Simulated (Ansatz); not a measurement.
Planning a run of Ansatz 0.2.0 on SiC (P6_3mc). The input:

```yaml
crystal:
  lattice:
    - [3.0756941497, 0.0, 0.0]
    - [-1.5378470748, 2.6636292679, 0.0]
    - [0.0, 0.0, 10.07064648]
  atoms:
    - { symbol: Si, position: [0.66666667, 0.33333333, 0.93784198] }
    - { symbol: Si, position: [0.33333333, 0.66666667, 0.43784198] }
    - { symbol: Si, position: [0.0, 0.0, 0.68789438] }
    - { symbol: Si, position: [0.0, 0.0, 0.18789438] }
    - { symbol: C, position: [0.66666667, 0.33333333, 0.74980259] }
    - { symbol: C, position: [0.33333333, 0.66666667, 0.24980259] }
    - { symbol: C, position: [0.0, 0.0, 0.50046005] }
    - { symbol: C, position: [0.0, 0.0, 0.00046005] }
kpoints:
  mp_grid: { grid: [6, 6, 2] }
  band_path:
    path:
      - [0.0, 0.0, 0.0]
      - [0.5, 0.0, 0.0]
      - [0.33333333, 0.33333333, 0.0]
      - [0.0, 0.0, 0.5]
      - [0.5, 0.0, 0.5]
      - [0.33333333, 0.33333333, 0.5]
    npoints: 1
hamiltonian:
  xc: hse06
scf:
  occupations: { method: fixed }
  n_extra_bands: 6
output:
  eigenvalues: true
```

```sh
ansatz run input.yaml --threads 3 --pin off --max-ram 92160MiB --backend cuda --events-out ev --progress --plain --runs-dir out --devices 1 --max-vram 13GiB
```

Q: How long will it take on 1 × NVIDIA H100 80GB HBM3 (shared by 6 runs) with 3 threads of AMD EPYC 7R13 (Zen 3), shared host, and how much memory?

It took 18 s; on shared hardware allow 9.2 s to 37 s. Peak host memory was 1.2 GiB. The sizes that set the cost: 1605 plane waves a state, 14 irreducible k points and 9 SCF cycles.

Exact exchange couples every pair of k points and filled bands, so it costs far more than a semilocal run.

[Paths, hosts, dates, memory and timing lines, banners, echoed tables and standing remarks are left out of the program output.]

[Logs are printed without paths, hosts, clocks, repeated set-up lines and the standing remarks that a program may print on its own settings, such as how far it seeks lower states.]

[Runs of the session that timed out or met a known fault of the program may be left out.]

[Cells called generated may have been cut or substituted from an entry of the Crystallography Open Database or the Materials Project.]

[Hosts, paths, dates, database ids (printed as entryN), source tags and the programs' standing remarks are cut or masked in the printed files.]
